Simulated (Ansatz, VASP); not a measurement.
Ge: VASP beside Ansatz

INCAR

```
PREC = Accurate
ENCUT = 520
EDIFF = 1E-6
ISMEAR = 0
SIGMA = 0.1
LREAL = False
LASPH = True
NELM = 100
ALGO = Normal
ISIF = 2
LWAVE = False
LCHARG = True
GGA = PS
LELF = True
LVHAR = True
NBANDS = 21
```

The input KPOINTS:

```
regular mesh
0
Gamma
  14 14 14
```

POSCAR

```
Ge
1.0
   -2.4958980000      2.6508630000      1.4369470000
    2.4958980000     -2.6508630000      1.4369470000
    2.4958980000      2.6508630000     -1.4369470000
Ge
2
Direct
    0.1859430000      0.9359430000      0.2500000000
    0.7918059807      0.0297985384      0.7481967818
```

Input for Ansatz:

```yaml
crystal:
  lattice:
    - [-2.495898, 2.650863, 1.436947]
    - [2.495898, -2.650863, 1.436947]
    - [2.495898, 2.650863, -1.436947]
  atoms:
    - { symbol: Ge, position: [0.185943, 0.935943, 0.25] }
    - { symbol: Ge, position: [0.7918059807, 0.0297985384, 0.7481967818] }
basis:
  ecutwfc: 420
kpoints:
  mp_grid: { grid: [14, 14, 14] }
hamiltonian:
  xc: pbesol
scf:
  occupations: { method: gaussian, width: 0.1 }
output:
  forces: true
  stress: true
  eigenvalues: true
  populations: true
```

Change from the starting cell: one atom moved.

Alike in both runs: task single point; functional PBEsol; k mesh 14 × 14 × 14; occupations gaussian, width 0.1 eV; no spin polarisation.

|  | VASP | Ansatz |
| --- | --- | --- |
| version | VASP 6.6.1 | Ansatz 0.2.0 |
| potentials or method | VASP PAW PBE potentials, release 64 (Ge_d) | scalar-relativistic, plane waves, PAW |
| plane-wave cutoff (eV) | 520 | 420 |
| valence electrons in the cell | 28 | 28 |

Ansatz gave:

| Property | Result |
| --- | --- |
| gap on the k mesh at the Fermi level (eV) | none |
| pressure (GPa) | -2.5 |
| largest component of the traceless stress (GPa) | 0.20 |
| rms of the force components (eV/Å) | 0.081 |

What did VASP give for the same quantities?

gap on the k mesh at the Fermi level (eV): none; pressure (GPa): -2.6; largest component of the traceless stress (GPa): 0.19; rms of the force components (eV/Å): 0.081.

Atom by atom the forces differ by 0.001 eV/Å (rms over components). A gap of «none» marks a metal or a gap that the smearing closes.

Caveats: the PAW data sets were made with another functional, which shifts forces and pressure a little (VASP).
